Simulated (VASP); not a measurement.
# MnO2 (P-3m1) in VASP: notebook, part 3 of 3

VASP 6.6.1.

### Step 4. Single point, r2SCAN, collinear spin, ferromagnetic start

INCAR reads:

```
SYSTEM = MnO2
ADDGRID = .False.
ALGO = Normal
EDIFF = 1E-6
ENCUT = 520
ISIF = 2
ISMEAR = 0
ISPIN = 2
LASPH = .True.
LCHARG = .False.
LMAXMIX = 4
LMIXTAU = .True.
LORBIT = 11
LREAL = .False.
LWAVE = .False.
MAGMOM = 4 0 0
METAGGA = R2SCAN
NBANDS = 24
NELM = 100
PREC = Accurate
SIGMA = 0.05
```

KPOINTS reads:

```
k-points
0
Gamma
  4 4 3
  0 0 0
```

POSCAR reads:

```
MnO2
1.0
    2.8565781804      0.0000000000      0.0000000000
   -1.4282890902      2.4738692722      0.0000000000
    0.0000000000      0.0000000000      4.6013740589
Mn O
1 2
Direct
    0.0000000000      0.0000000000      0.5000000000
    0.3333333333      0.6666666667      0.7062925700
    0.6666666667      0.3333333333      0.2937074300
```

Potentials or basis: VASP PAW PBE potentials, release 64 (Mn_pv, O).

On the command line:

```bash
$ cat potpaw_PBE.64/Mn_pv/POTCAR potpaw_PBE.64/O/POTCAR > POTCAR
$ mpirun -np 1 vasp_std > vasp.out
```

OUTCAR:

```text
SYSTEM = MnO2
   EDIFF = 1E-6
   ENCUT = 520
   ISIF = 2
   ISMEAR = 0
   ISPIN = 2
   LASPH = .True.
   LORBIT = 11
   LREAL = .False.
   METAGGA = R2SCAN
   NELM = 100
   PREC = Accurate

 Found      9 irreducible k-points:

 Following reciprocal coordinates:
            Coordinates               Weight
  0.000000  0.000000  0.000000      1.000000
  0.250000  0.000000  0.000000      6.000000
  0.500000  0.000000  0.000000      3.000000
  0.250000  0.250000  0.000000      6.000000
  0.000000  0.000000  0.333333      2.000000
  0.250000  0.000000  0.333333      6.000000
   k-points           NKPTS =      9   k-points in BZ     NKDIM =      9   number of bands    NBANDS=     24
   number of dos      NEDOS =    301   number of ions     NIONS =      3
   total plane-waves  NPLWV =  20736
   dimension x,y,z NGX =    24 NGY =   24 NGZ =   36
   dimension x,y,z NGXF=    48 NGYF=   48 NGZF=   72
   ions per type =               1   2
   NGX,Y,Z   is equivalent  to a cutoff of  13.97, 13.97, 13.01 a.u.
   NGXF,Y,Z  is equivalent  to a cutoff of  27.93, 27.93, 26.01 a.u.
 SYSTEM =  MnO2
   PREC   = accura    normal or accurate (medium, high low for compatibility)
   ISTART =      0    job   : 0-new  1-cont  2-samecut
   ICHARG =      2    charge: 1-file 2-atom 10-const
   ISPIN  =      2    spin polarized calculation?
   LNONCOLLINEAR =      F non collinear calculations
   LSORBIT =      F    spin-orbit coupling
   LASPH  =      T    aspherical Exc in radial PAW
   ENCUT  =  520.0 eV  38.22 Ry    6.18 a.u.   5.31  5.31  8.56*2*pi/ulx,y,z
   NELM   =    100;   NELMIN=  2; NELMDL= -5     # of ELM steps
   EDIFF  = 0.1E-05   stopping-criterion for ELM
   LREAL  =      F    real-space projection
   EDIFFG = 0.1E-04   stopping-criterion for IOM
   NSW    =      0    number of steps for IOM
   IBRION =     -1    ionic relax: 0-MD 1-quasi-New 2-CG
   NFREE  =      0    steps in history (QN), initial steepest desc. (CG)
   ISIF   =      2    stress and relaxation
   ISYM   =      2    0-nonsym 1-usesym 2-fastsym
   POTIM  = 0.5000    time-step for ionic-motion
   TEBEG  =    0.0;   TEEND  =   0.0 temperature during run
   PSTRESS=    0.0 pullay stress
   NELECT =      25.0000    total number of electrons
   NUPDOWN=      -1.0000    fix difference up-down
   EMIN   =  10.00;   EMAX   =-10.00  energy-range for DOS
   EFERMI =   0.00;   METHOD = LEGACY
   ISMEAR =     0;   SIGMA  =   0.05  broadening in eV -4-tet -1-fermi 0-gaus
   EFERMI_NEDOS =   21; number of points for ismear=-14 and -15
   IALGO  =     38    algorithm
   IMIX   =      4    mixing-type and parameters
     AMIX     =   0.40;   BMIX     =  1.00
     AMIX_MAG =   1.60;   BMIX_MAG =  1.00
  volume/ion in A,a.u.               =      10.84        73.15
  Fermi-wavevector in a.u.,A,eV,Ry     =   1.499747  2.834111 30.602787  2.249241
  Thomas-Fermi vector in A             =   2.611337
   LORBIT       =     11    0 simple, 1 ext, 2 COOP (PROOUT), +10 PAW based schemes
   METAGGA = R2SCAN    functional components
   LHFCALC =     F    Hartree Fock is set to
   AEXX    =    0.0000 exact exchange contribution
   IVDW    =     0    specifies the selected vdW correction
   LEPSILON=     F    determine dielectric tensor
   LRPA    =     F    only Hartree local field effects (RPA)
 spin polarized calculation
 Gauss-broadening in eV      SIGMA  =   0.05
  energy-cutoff  :      520.00
  volume of cell :       32.52
 maximum number of plane-waves:       887
 NGX is ok and might be reduce to    24
   NGX = 11   NGY = 11   NGZ = 17

 number of electron      24.9999997 magnetization       3.0000635

 Free energy of the ion-electron system (eV)
  ---------------------------------------------------
  ext. energy  EPLUGINS =         0.00000000
  ---------------------------------------------------
  free energy    TOTEN  =       -32.50554736 eV

  energy without entropy =      -32.50554736  energy(sigma->0) =      -32.50554736

 E-fermi :   2.7462     XC(G=0): -11.5602

 val. band max:        2.3857637893   @ k =   0.0000   0.0000   0.3333
 cond. band min:       4.4097263889   @ k =   0.0000   0.0000   0.3333
 fundamental gap:      2.0239625996
 Fermi energy:         2.7461554782

 spin component 1

 k-point     1 :       0.0000    0.0000    0.0000
  band No.  band energies     occupation
      1     -49.7728      1.00000
      2     -49.7421      1.00000
      3     -49.7420      1.00000
      4     -17.7142      1.00000
      5     -15.4175      1.00000
      6      -3.7636      1.00000
[... 16 lines left out ...]
     23      26.0295      0.00000
     24      27.6686      0.00000

 k-point     2 :       0.2500    0.0000    0.0000
  band No.  band energies     occupation
      1     -49.8207      1.00000
      2     -49.7597      1.00000
      3     -49.7594      1.00000
      4     -17.0049      1.00000
      5     -15.6330      1.00000
      6      -3.4495      1.00000
[... 16 lines left out ...]
     23      25.0072      0.00000
     24      26.1078      0.00000

 k-point     3 :       0.5000    0.0000    0.0000
  band No.  band energies     occupation
      1     -49.8985      1.00000
      2     -49.7773      1.00000
      3     -49.7460      1.00000
      4     -16.1184      1.00000
      5     -15.9223      1.00000
      6      -4.2739      1.00000
[... 16 lines left out ...]
     23      24.3514      0.00000
     24      26.1115      0.00000
[... 28 lines left out ...]
 k-point     5 :       0.0000    0.0000    0.3333
  band No.  band energies     occupation
      1     -49.7729      1.00000
      2     -49.7421      1.00000
      3     -49.7420      1.00000
      4     -17.6271      1.00000
      5     -15.5611      1.00000
      6      -3.3183      1.00000
[... 16 lines left out ...]
     23      26.0741      0.00000
     24      26.7865      0.00000

 k-point     6 :       0.2500    0.0000    0.3333
  band No.  band energies     occupation
      1     -49.8207      1.00000
      2     -49.7597      1.00000
      3     -49.7594      1.00000
      4     -16.9266      1.00000
      5     -15.7326      1.00000
      6      -3.5718      1.00000
[... 16 lines left out ...]
     23      24.8719      0.00000
     24      26.0551      0.00000

 [... further k-points ...]

 spin component 2

 k-point     1 :       0.0000    0.0000    0.0000
  band No.  band energies     occupation
      1     -45.6411      1.00000
      2     -45.6410      1.00000
      3     -45.4442      1.00000
      4     -17.6582      1.00000
      5     -15.3741      1.00000
      6      -2.6162      1.00000
[... 16 lines left out ...]
     23      28.6762      0.00000
     24      28.7783      0.00000

 k-point     2 :       0.2500    0.0000    0.0000
  band No.  band energies     occupation
      1     -45.7408      1.00000
      2     -45.6627      1.00000
      3     -45.4256      1.00000
      4     -16.9467      1.00000
      5     -15.5782      1.00000
      6      -2.4213      1.00000
[... 16 lines left out ...]
     23      26.1009      0.00000
     24      27.2849      0.00000

 k-point     3 :       0.5000    0.0000    0.0000
  band No.  band energies     occupation
      1     -45.8391      1.00000
      2     -45.6842      1.00000
      3     -45.4070      1.00000
      4     -16.0516      1.00000
      5     -15.8713      1.00000
      6      -3.3404      1.00000
[... 16 lines left out ...]
     23      25.0108      0.00000
     24      28.0322      0.00000
[... 28 lines left out ...]
 k-point     5 :       0.0000    0.0000    0.3333
  band No.  band energies     occupation
      1     -45.6411      1.00000
      2     -45.6410      1.00000
      3     -45.4443      1.00000
      4     -17.5706      1.00000
      5     -15.5161      1.00000
      6      -2.2534      1.00000
[... 16 lines left out ...]
     23      27.6394      0.00000
     24      27.6395      0.00000

 k-point     6 :       0.2500    0.0000    0.3333
  band No.  band energies     occupation
      1     -45.7408      1.00000
      2     -45.6627      1.00000
      3     -45.4257      1.00000
      4     -16.8684      1.00000
      5     -15.6774      1.00000
      6      -2.6736      1.00000
[... 16 lines left out ...]
     23      25.9682      0.00000
     24      27.7488      0.00000

 [... further k-points ...]

------------------------ aborting loop because EDIFF is reached ----------------------------------------

  FORCE on cell =-STRESS in cart. coord.  units (eV):
  Direction    XX          YY          ZZ          XY          YZ          ZX
  --------------------------------------------------------------------------------------
  -------------------------------------------------------------------------------------
  Total        0.1684549      0.1684549     -0.0148922      0.0000000      0.0000000     -0.0000000
  in kB        8.3001079      8.3001079     -0.7337684      0.0000000      0.0000000     -0.0000000
  external PRESSURE =       5.2888158 kB  Pullay stress =       0.0000000 kB

 VOLUME and BASIS-vectors are now :
 -----------------------------------------------------------------------------
  energy-cutoff  :      520.00
  volume of cell :       32.52
      direct lattice vectors                 reciprocal lattice vectors
     2.856578180  0.000000000  0.000000000     0.350069187  0.202112539  0.000000000
    -1.428289090  2.473869272  0.000000000     0.000000000  0.404225078  0.000000000
     0.000000000  0.000000000  4.601374059     0.000000000  0.000000000  0.217326387

 POSITION                                       TOTAL-FORCE (eV/Angst)
 -----------------------------------------------------------------------------------
      0.00000      0.00000      2.30069         0.000000      0.000000      0.000000
     -0.00000      1.64925      3.24992        -0.000000     -0.000000     -0.003683
      1.42829      0.82462      1.35146         0.000000      0.000000      0.003683
 -----------------------------------------------------------------------------------
    total drift:                               -0.000000      0.000000      0.000000

  FREE ENERGIE OF THE ION-ELECTRON SYSTEM (eV)
  ---------------------------------------------------
  free  energy   TOTEN  =       -32.5055473565 eV

  energy  without entropy=      -32.5055473565  energy(sigma->0) =      -32.50554736

 total charge

# of ion       s       p       d       tot
------------------------------------------
    1        0.382   6.469   4.859  11.710
    2        1.586   3.449   0.000   5.035
    3        1.586   3.449   0.000   5.035
--------------------------------------------------
tot          3.554  13.367   4.859  21.779

 magnetization (x)

# of ion       s       p       d       tot
------------------------------------------
    1        0.031   0.039   2.869   2.939
    2        0.004   0.001   0.000   0.005
    3        0.004   0.001   0.000   0.005
--------------------------------------------------
tot          0.039   0.040   2.869   2.948
```

OSZICAR:

```text
N       E                     dE             d eps       ncg     rms          rms(c)
DAV:   1     0.240352745340E+03    0.24035E+03   -0.14430E+04   872   0.120E+03
DAV:   2    -0.318397372819E+02   -0.27219E+03   -0.25517E+03   944   0.374E+02
DAV:   3    -0.464168832410E+02   -0.14577E+02   -0.14513E+02   968   0.934E+01
DAV:   4    -0.465389724077E+02   -0.12209E+00   -0.12208E+00   992   0.901E+00
DAV:   5    -0.465404697211E+02   -0.14973E-02   -0.14973E-02  1008   0.964E-01    0.319E+01
DAV:   6    -0.363097815443E+02    0.10231E+02   -0.57047E+01   936   0.758E+01    0.291E+01
DAV:   7    -0.326867080114E+02    0.36231E+01   -0.45252E+01   880   0.581E+01    0.135E+01
DAV:   8    -0.322121105987E+02    0.47460E+00   -0.24866E+00   936   0.148E+01    0.514E+00
DAV:   9    -0.324078423650E+02   -0.19573E+00   -0.60802E-01   952   0.674E+00    0.293E+00
DAV:  10    -0.324931038345E+02   -0.85261E-01   -0.97198E-02   896   0.260E+00    0.988E-01
DAV:  11    -0.325048217109E+02   -0.11718E-01   -0.27760E-02   920   0.154E+00    0.391E-01
DAV:  12    -0.325054627282E+02   -0.64102E-03   -0.29063E-03  1016   0.428E-01    0.169E-01
DAV:  13    -0.325055006074E+02   -0.37879E-04   -0.72078E-04  1016   0.278E-01    0.535E-02
DAV:  14    -0.325055055705E+02   -0.49631E-05   -0.13592E-04  1000   0.104E-01    0.325E-02
DAV:  15    -0.325055560256E+02   -0.50455E-04   -0.19517E-05   936   0.345E-02    0.155E-02
DAV:  16    -0.325055480137E+02    0.80119E-05   -0.80446E-06   976   0.266E-02    0.450E-03
DAV:  17    -0.325055473565E+02    0.65721E-06   -0.10388E-06   696   0.864E-03
   1 F= -.32505547E+02 E0= -.32505547E+02  d E =-.160809E-25  mag=     3.0000
```

It took 58 s on 1 thread of Intel Xeon Platinum 8375C at 2.90GHz (Ice Lake), shared host; peak memory 0.18 GiB.

The run converged, but some of its settings lie outside the range that counts as converged, so its numbers aren't taken as properties of the crystal.

Results:

```yaml
Free_energy: -32.5055 eV
Pressure: 0.5 GPa
Largest_force: 0.004 eV/Å
Band_gap_on_the_k_mesh: 2.02 eV, direct
Net_moment: 3.00 μB per cell
Site_moments: Mn +2.94; O +0.01 μB
Valence_electrons_inside_the_program's_atomic_spheres: Mn 11.71; O 5.04
```

Caveat: the k mesh is coarse (spacing up to 0.63 Å⁻¹), so the values aren't converged; the PAW data sets were made with another functional, which shifts forces and pressure a little; an odd mesh through Γ misses points on the zone boundary, where band edges often lie; a cell with one magnetic atom can't hold antiferromagnetic order, which such compounds often take.

### Step 5. Single point, r2SCAN, collinear spin, ferromagnetic start

INCAR is that of step 4.

KPOINTS is that of step 4.

POSCAR reads:

```
MnO2
1.0
    2.8565781804      0.0000000000      0.0000000000
   -1.4282890902      2.4738692722      0.0000000000
    0.0000000000      0.0000000000      4.6013740589
Mn O
1 2
Direct
    0.0186700000     -0.0033200000      0.4886240000
    0.3165570000      0.6444560000      0.7182440000
    0.6490790000      0.3390650000      0.3129550000
```

On the command line:

```bash
$ cat potpaw_PBE.64/Mn_pv/POTCAR potpaw_PBE.64/O/POTCAR > POTCAR
$ mpirun -np 1 vasp_std > vasp.out
```

Run time: 2.5 min. Hardware: 1 thread of Intel Xeon Platinum 8375C at 2.90GHz (Ice Lake), shared host; peak memory 0.19 GiB.

The run converged, but some of its settings lie outside the range that counts as converged, so its numbers aren't taken as properties of the crystal.

Results:

```yaml
Free_energy: -32.1638 eV
Pressure: 6.5 GPa
Largest_force: 4.131 eV/Å
Band_gap_on_the_k_mesh: 1.97 eV, direct
Net_moment: 3.00 μB per cell
Site_moments: Mn +2.90; O -0.02, +0.06 μB
Valence_electrons_inside_the_program's_atomic_spheres: Mn 11.79; O 4.99, 5.11
```

Caveat: the k mesh is coarse (spacing up to 0.63 Å⁻¹), so the values aren't converged; the PAW data sets were made with another functional, which shifts forces and pressure a little; an odd mesh through Γ misses points on the zone boundary, where band edges often lie; a cell with one magnetic atom can't hold antiferromagnetic order, which such compounds often take.
